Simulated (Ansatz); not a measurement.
# Zn: LAPW beside PAW

Does the method matter for Zn? The same cell, functional and mesh are run with LAPW, all electrons, frozen-core PAW and datasets made for this crystal.

Computed with Ansatz 0.2.0 (DFT PBE, scalar-relativistic, unless a step's input says otherwise).

## 1. Starting point

The structure is hexagonal, space group P6_3/mmc (No. 194). The conventional cell has a = 2.665 Å, b = 2.665 Å, c = 4.947 Å, α = 90.00°, β = 90.00°, γ = 120.00°. Zn (site symmetry -6m2) is surrounded by 12 Zn at 2.66 to 2.91 Å.

As a file:

```
Zn
1.0
     2.66480    0.00000    0.00000
    -1.33240    2.30778    0.00000
     0.00000    0.00000    4.94670
Zn
2
Cartesian
  0.0000 1.5385 1.2367
  1.3324 0.7693 3.7100
```

The cell is a deposited one (Crystallography Open Database entry 9008522); the temperature and pressure of the measurement aren't taken into account, and nothing was relaxed.

Atoms are numbered in the order of the input: Zn1, Zn2.

## 2. LAPW, all electrons

input.yaml reads:

```yaml
crystal:
  lattice:
    - [2.6647980532, 0.0, 0.0]
    - [-1.3323990266, 2.30778281, 0.0]
    - [0.0, 0.0, 4.9467]
  atoms:
    - { symbol: Zn, position: [0.3333333333, 0.6666666667, 0.25] }
    - { symbol: Zn, position: [0.6666666667, 0.3333333333, 0.75] }
kpoints:
  mp_grid: { grid: [18, 18, 8] }
  band_path:
    path:
      - [0.0, 0.0, 0.0]
      - [0.5, 0.0, 0.0]
      - [0.3333333333, 0.3333333333, 0.0]
      - [0.0, 0.0, 0.0]
      - [0.0, 0.0, 0.5]
      - [0.5, 0.0, 0.5]
      - [0.3333333333, 0.3333333333, 0.5]
      - [0.0, 0.0, 0.5]
      - [0.5, 0.0, 0.5]
    npoints: 8
scf:
  occupations: { method: fermi_dirac, width: 0.03 }
hamiltonian:
  xc: pbe
  pseudopotentials: { kind: all_electron, lapw: { basis_error: 0.00025 } }
output:
  forces: true
  stress: true
  eigenvalues: true
  populations: true
  dos: { projected: true, de: 0.2, e_range: [-14, 8] }
```

Output:

```text
Zn: projections on atomic orbitals take those of the free atom 1s2 2s2 2p6 3s2 3p6 3d10 4s2, of charge +0.00 (hamiltonian.pseudopotentials.projection_atoms)
LAPW: plane waves up to 8.986 Å⁻¹, error target 2.5e-4 eV per atom; small_component_spin mean_spin; Zn in spheres of 1.332 Å, 20 of its electrons in bands, Dirac shells []
Engine: ansatz 0.2.0
Pseudopotentials: kind: all_electron
Pseudopotential: Zn, LAPW, valence charge 20, Koelling and Harmon's equation, gaussian nucleus
Functional definition: PBE
  parameter kappa = 0.804
  parameter beta = 0.06672455060314922
  exchange = pbe_x(kappa = kappa, mu = beta*pi^2/3)
  correlation = pbe_c(beta = beta)
Crystal: 2 atoms, lattice volume = 30.421 Å³
Basis set: ecut = 307.65414532231466 eV, 375 PW (Γ), exchange–correlation at level 2
Bands: 24, of which v1, the nominal top of the filled ones, is band 20 counted from 1 (19 counted from 0)
Symmetry: 24 space group operations
Space group: P63/mmc (ITA 194), of the structure as read, at distance tolerance 3.1e-5 Å
k-points: 185 of 2592
Non-local potential: Zn, projectors of the file, none
Initial density: superposition of atomic densities (chi_scale 0.1, normalization cell)
Initial wavefunctions: plane waves of lowest kinetic energy (no species holds an atomic orbital)
Functional: x = pbe(κ = 0.804, μ = 0.2195149727645171), c = pbe(β = 0.06672455060314922)
iter 1 solved again at ethr=1.69e-4 eV; its pass at ethr=1.00e-1 eV (dr2=6.74e-2 eV) is discarded
SCF iter   1: F=—  HF=-97746.263547 eV  |F-HF|=—  |Δ(HF+E_count)|=         —  Δρ=1.94e-2  dr2=6.77e-2  ethr=1.69e-4  ⟨swp⟩=3.0  Hψ=29727  notcnv=0
preconditioner: auto → Kerker (q_TF=auto, 2.856 Å⁻¹)  [metal: Δε(μ)=0.062 eV  Ē_g=12.406 eV  σ=0.030 eV  W_gap=0.42  n_scr=10 (ndim 8)  ℏωp=33.0 eV  f_vac=0.000  D(μ)=0.51/eV (n_scr^D=2)]
SCF iter   2: F=—  HF=-97746.161247 eV  |F-HF|=—  |Δ(HF+E_count)|=   1.02e-1  Δρ=7.75e-3  dr2=1.50e-2  ethr=1.69e-4  ⟨swp⟩=3.0  Hψ=14708  notcnv=0
SCF iter   3: F=—  HF=-97746.047946 eV  |F-HF|=—  |Δ(HF+E_count)|=   1.13e-1  Δρ=8.84e-3  dr2=1.76e-2  ethr=3.75e-5  ⟨swp⟩=3.0  Hψ=14107  notcnv=0
SCF iter   4: F=—  HF=-97746.042860 eV  |F-HF|=—  |Δ(HF+E_count)|=   5.09e-3  Δρ=3.62e-3  dr2=3.67e-3  ethr=3.75e-5  ⟨swp⟩=2.0  Hψ=12860  notcnv=0
iter 5 solved again at ethr=3.01e-7 eV; its pass at ethr=9.18e-6 eV (dr2=1.20e-4 eV) is discarded
SCF iter   5: F=—  HF=-97746.043605 eV  |F-HF|=—  |Δ(HF+E_count)|=   7.45e-4  Δρ=6.48e-4  dr2=1.20e-4  ethr=3.01e-7  ⟨swp⟩=2.0  Hψ=22270  notcnv=0
SCF iter   6: F=—  HF=-97746.043599 eV  |F-HF|=—  |Δ(HF+E_count)|=   5.31e-6  Δρ=1.12e-4  dr2=3.19e-6  ethr=3.00e-7  ⟨swp⟩=2.2  Hψ=12810  notcnv=0
SCF iter   7: F=—  HF=-97746.043598 eV  |F-HF|=—  |Δ(HF+E_count)|=   1.19e-6  Δρ=2.38e-5  dr2=2.08e-7  ethr=7.97e-9  ⟨swp⟩=2.2  Hψ=12817  notcnv=0
SCF iter   8: F=-97746.043598 eV  HF=-97746.043598 eV  |F-HF|=1.18e-8  |Δ(HF+E_count)|=   1.59e-8  Δρ=5.55e-6  dr2=1.04e-8  ethr=5.20e-10  ⟨swp⟩=2.0  Hψ=12781  notcnv=0
SCF 1 converged in 8 iterations: F = -97746.043598 eV  dr2 = 1.04e-8
NSCF: frozen V_eff on 65 k-points
SCF converged after 8 iterations
Free energy (F): -97746.043598 eV
Harris-Foulkes:  -97746.043598 eV  (|F-HF|=1.18e-8)
Internal energy: -97746.042106 eV  (E = F + TS)
E sigma→0 (E₀):  -97746.042852 eV
Entropy (-TS):   -0.001492 eV (-0.746 meV/atom)
Fermi energy:    14.036939 eV
--- Per-component energies (eV) ---
  E_band       = -1087.001193
  E_kinetic    = 99544.455746
  E_xc         = -3900.364056
  E_electrostatic = -193390.133797  (all electrons and nuclei)
  E_smearing   = -0.001492  (= −TS)
  E_closure    = 0.000000  (closes the sum)
  E_atoms      = -97743.829811  (free atoms, spherical and without spin; not in F)
  Σ components = -97746.043598   (vs F -97746.043598, Δ=0.00e0)
  Basis errors (estimates in eV, not in F): energy 6.5e-5 per atom: plane waves 6.0e-5 (3.1e-5 summed), levels above the bands 5.6e-90, relativity 1.5e-8, radial functions 5.1e-6, core shells 4.9e-12; eigenvalues (radial functions only) 5.3e-7; not estimated: angular momenta, meshes, grids; target (lapw.basis_error) 2.5e-4; muffin-tin radii Zn 1.332 Å
--- Forces (eV/Å), atoms counted from 1 ---
  atom   1  Zn     0.00000000     0.00000000     0.00000000
  atom   2  Zn     0.00000000    -0.00000000     0.00000000
  max |Σ_I F_I| component: 2.31e-18 eV/Å
--- Stress (GPa, compression-positive) ---
       -0.740926      -0.000000       0.000000
        0.000000      -0.740926       0.000000
        0.000000       0.000000       0.446563
  P = ⅓ Tr σ = -0.3451 GPa (-3.451 kbar)
--- Band table (eV; the first three rows and the last of 185) ---
  k-point 0: bands = ["-112.6776", "-112.6767", "-66.8406", "-66.8285", "-66.8166", "-66.8166", "-66.8152", "-66.8152", "3.4760", "5.2982", "6.0031", "6.2320", "6.2320", "6.2822", "6.2822", "6.6118", "6.6118", "6.8206", "6.8206", "10.2453", "10.8482", "27.4219", "30.9702", "31.2314"]
  k-point 1: bands = ["-112.6776", "-112.6767", "-66.8401", "-66.8289", "-66.8165", "-66.8165", "-66.8152", "-66.8152", "3.5706", "5.2882", "6.0049", "6.2308", "6.2308", "6.2779", "6.2779", "6.6230", "6.6230", "6.8150", "6.8150", "9.0234", "12.2769", "25.8409", "31.3257", "31.3257"]
  k-point 2: bands = ["-112.6775", "-112.6768", "-66.8388", "-66.8302", "-66.8164", "-66.8164", "-66.8154", "-66.8154", "3.8468", "5.2423", "6.0186", "6.2291", "6.2291", "6.2666", "6.2666", "6.6527", "6.6527", "6.7984", "6.7984", "7.7787", "14.1554", "23.3416", "31.6010", "31.6010"]
  k-point 184: bands = ["-112.6742", "-112.6742", "-66.8373", "-66.8373", "-66.8359", "-66.8359", "-66.8298", "-66.8298", "5.9695", "5.9695", "6.0828", "6.0828", "6.2596", "6.2596", "6.4388", "6.4388", "6.8127", "6.8127", "14.8225", "14.8225", "15.6861", "15.6861", "16.0143", "16.0143"]
--- Löwdin populations: 2 sites ---
  site symbol       q [e]
     0     Zn     29.4416
     1     Zn     29.4416
  spilling = 0.018612 (of n_electrons = 60.000000)
```

Run time: 16 s. Hardware: 1 thread, shared host.

In short: pressure -0.35 GPa; no gap.

Levels at the path's labelled points, in eV from the Fermi level:

| point | band 17 | band 18 | band 19 | band 20 | band 21 | band 22 | band 23 |
| --- | --- | --- | --- | --- | --- | --- | --- |
| Γ | -7.43 | -7.22 | -7.22 | -3.79 | -3.19 | 13.38 | 16.93 |
| M | -7.04 | -7.02 | -3.00 | -2.32 | 2.45 | 3.37 | 3.92 |
| K | -7.31 | -7.31 | -0.15 | -0.15 | -0.01 | 4.80 | 5.92 |
| Γ | -7.43 | -7.22 | -7.22 | -3.79 | -3.19 | 13.38 | 16.93 |
| A | -7.30 | -7.30 | -7.30 | -7.30 | 4.42 | 4.42 | 18.48 |
| L | -7.03 | -7.03 | -2.03 | -2.03 | -0.04 | -0.04 | 9.93 |
| H | -7.22 | -7.22 | 0.79 | 0.79 | 1.65 | 1.65 | 1.98 |
| A | -7.30 | -7.30 | -7.30 | -7.30 | 4.42 | 4.42 | 18.48 |
| L | -7.03 | -7.03 | -2.03 | -2.03 | -0.04 | -0.04 | 9.93 |

States per cell in windows of 1 eV (zero at the Fermi level; grid of 0.20 eV, so sharp peaks spill over the borders):

| from | to | total | Zn 3d | Zn 4s |
| --- | --- | --- | --- | --- |
| -10 | -9 | 0.23 | 0.01 | 0.21 |
| -9 | -8 | 4.58 | 4.06 | 0.51 |
| -8 | -7 | 15.22 | 14.97 | 0.21 |
| -7 | -6 | 0.86 | 0.63 | 0.23 |
| -6 | -5 | 0.44 | 0.10 | 0.31 |
| -5 | -4 | 0.47 | 0.06 | 0.34 |
| -4 | -3 | 0.53 | 0.04 | 0.35 |
| -3 | -2 | 0.56 | 0.03 | 0.33 |
| -2 | -1 | 0.62 | 0.02 | 0.26 |
| -1 | 0 | 0.48 | 0.01 | 0.14 |
| 0 | 1 | 0.49 | 0.01 | 0.18 |
| 1 | 2 | 0.74 | 0.01 | 0.27 |
| 2 | 3 | 0.76 | 0.01 | 0.18 |
| 3 | 4 | 0.78 | 0.01 | 0.11 |
| 4 | 5 | 0.68 | 0.00 | 0.07 |

## 3. Frozen-core PAW

input.yaml: that of step 2 with these lines changed.

```diff
@@ -26,3 +26,3 @@
   xc: pbe
-  pseudopotentials: { kind: all_electron, lapw: { basis_error: 0.00025 } }
+  pseudopotentials: { kind: paw }
 output:
@@ -31,3 +31,5 @@
   eigenvalues: true
+  efg: { contact_densities: true }
   populations: true
+  bader: true
   dos: { projected: true, de: 0.2, e_range: [-14, 8] }
```

Output, shortened:

```text
[...]
Pseudopotentials: kind: paw
Pseudopotential: Zn, paw, valence charge 12, recommended cutoff 420 eV (normal)
[... 1 set-up line as earlier in the session ...]
[...]
Crystal: 2 atoms, lattice volume = 30.421 Å³
Basis set: ecut = 420 eV, 611 PW (Γ), exchange–correlation on 36×36×72 points (8 copies of the dense FFT grid, shifted against one another)
Bands: 16, of which v1, the nominal top of the filled ones, is band 12 counted from 1 (11 counted from 0)
[... 2 set-up lines as earlier in the session ...]
k-points: 185 of 2592
[...]
SCF iter   1: F=—  HF=-6638.060425 eV  |F-HF|=—  |Δ(HF+E_count)|=         —  Δρ=1.21e-3  dr2=3.08e-4  ethr=1.77e-3  ⟨swp⟩=5.3  Hψ=14759  notcnv=0
[...]
  P = ⅓ Tr σ = -0.3551 GPa (-3.551 kbar)
--- PAW observables at the nuclei: V_zz in 10²¹ V/m², potentials from the cell's mean, atoms counted from 1 ---
  atom   1  Zn V_zz =    +3.497830   η = 0.0000   by run symmetry: allowed
            electrostatic potential = -3946.324299 V   contact ρ = 166617.557008 e/Å³
  atom   2  Zn V_zz =    +3.497830   η = 0.0000   by run symmetry: allowed
            electrostatic potential = -3946.324299 V   contact ρ = 166617.557008 e/Å³
--- Band table (eV; the first three rows and the last of 185) ---
  k-point 0: bands = ["0.6433", "2.4588", "3.1607", "3.3899", "3.3899", "3.4400", "3.4400", "3.7690", "3.7690", "3.9775", "3.9775", "7.4108", "8.0145", "24.5803", "28.1375", "28.3938"]
[...]
--- Löwdin populations: 2 sites ---
  site symbol       q [e]
     0     Zn     11.4486
     1     Zn     11.4486
  spilling = 0.045947 (of n_electrons = 24.000000)
--- Bader charges: 2 sites ---
  site symbol  charge [e]  shift [e]
     0     Zn      0.0000     0.0000
     1     Zn      0.0000     0.0000
  estimated error of the sums over rays = 5.5e-5 e
```

It took 11 s on 1 thread, shared host.

Result: pressure -0.36 GPa; no gap; Vzz Zn1 3.50 (η = 0.00) (10²¹ V/m²).

| atom | Bader charge (e) | basin volume (Å³) |
| --- | --- | --- |
| Zn1 | +0.00 | 15.21 |

## 4. Datasets made for this crystal

input.yaml: that of step 3 with these lines changed.

```diff
@@ -26,3 +26,3 @@
   xc: pbe
-  pseudopotentials: { kind: paw }
+  pseudopotentials: { kind: all_electron, datasets: crystal }
 output:
@@ -32,4 +32 @@
   efg: { contact_densities: true }
-  populations: true
-  bader: true
-  dos: { projected: true, de: 0.2, e_range: [-14, 8] }
```

Output, shortened:

```text
[...]
[... 1 set-up line as earlier in the session ...]
Pseudopotential: Zn, paw, valence charge 20, recommended cutoff 260 eV (normal), Koelling and Harmon's equation, gaussian nucleus
[... 1 set-up line as earlier in the session ...]
[...]
Crystal: 2 atoms, lattice volume = 30.421 Å³
Basis set: ecut = 260 eV, 301 PW (Γ), exchange–correlation on 30×30×54 points (8 copies of the dense FFT grid, shifted against one another)
Bands: 16, of which v1, the nominal top of the filled ones, is band 12 counted from 1 (11 counted from 0)
[... 2 set-up lines as earlier in the session ...]
k-points: 185 of 2592
[...]
SCF iter   1: F=—  HF=-97746.158872 eV  |F-HF|=—  |Δ(HF+E_count)|=         —  Δρ=4.09e-2  dr2=5.15e-1  ethr=2.34e-3  ⟨swp⟩=3.1  Hψ=15813  notcnv=0
[...]
  atom   1  Zn    -0.00000000     0.00000000     0.00000000
  atom   2  Zn     0.00000000    -0.00000000     0.00000000
[...]
--- Stress (GPa, compression-positive) ---
       -0.739129      -0.000000       0.000000
       -0.000000      -0.739129       0.000000
        0.000000       0.000000       0.447416
  P = ⅓ Tr σ = -0.3436 GPa (-3.436 kbar)
  It holds what live shells' own plane waves past their cutoff add
--- PAW observables at the nuclei: V_zz in 10²¹ V/m², potentials from the cell's mean, atoms counted from 1 ---
  atom   1  Zn V_zz =    +3.506978   η = 0.0000   by run symmetry: allowed
            electrostatic potential = -3946.377710 V   contact ρ = 166688.941713 e/Å³
  atom   2  Zn V_zz =    +3.506978   η = 0.0000   by run symmetry: allowed
            electrostatic potential = -3946.377710 V   contact ρ = 166688.941713 e/Å³
--- Band table (eV; the first three rows and the last of 185) ---
  k-point 0: bands = ["3.4760", "5.2984", "6.0032", "6.2322", "6.2322", "6.2824", "6.2824", "6.6120", "6.6120", "6.8207", "6.8207", "10.2453", "10.8482", "27.4219", "30.9703"]
[...]
```

It took 9.4 s on 1 thread, shared host.

Read from it: pressure -0.34 GPa; no gap; Vzz Zn1 3.51 (η = 0.00) (10²¹ V/m²).

| atom | contact density (e/Å³) |
| --- | --- |
| Zn1 | 166688.9 |

## 5. Comparison

| method | pressure (GPa) | Vzz Zn1 (10²¹ V/m²) | SCF cycles, all passes |
| --- | --- | --- | --- |
| LAPW | -0.35 | – | 8 |
| PAW | -0.36 | 3.50 | 6 |
| crystal datasets | -0.34 | 3.51 | 8 |

## 6. Results

| quantity | value |
| --- | --- |
| pressure | LAPW -0.35, PAW -0.36, crystal datasets -0.34 GPa |
| gap (LAPW) | none |
| Bader charges (PAW) | Zn1 +0.00 e |

What this shows: The pressure is within half a GPa of zero, so the volume is close to equilibrium at this level. Bands cross the Fermi level: the crystal is a metal at this level. The field gradient at Zn1, the largest by crystal datasets, is 3.50 by PAW and 3.51 by crystal datasets (10²¹ V/m²), within 5 %. In pressure, PAW differs from LAPW by less than 0.01 GPa. LAPW took about 1.5 times as long as PAW (16 s against 11 s, on a shared host and with the outputs that each input asks for).
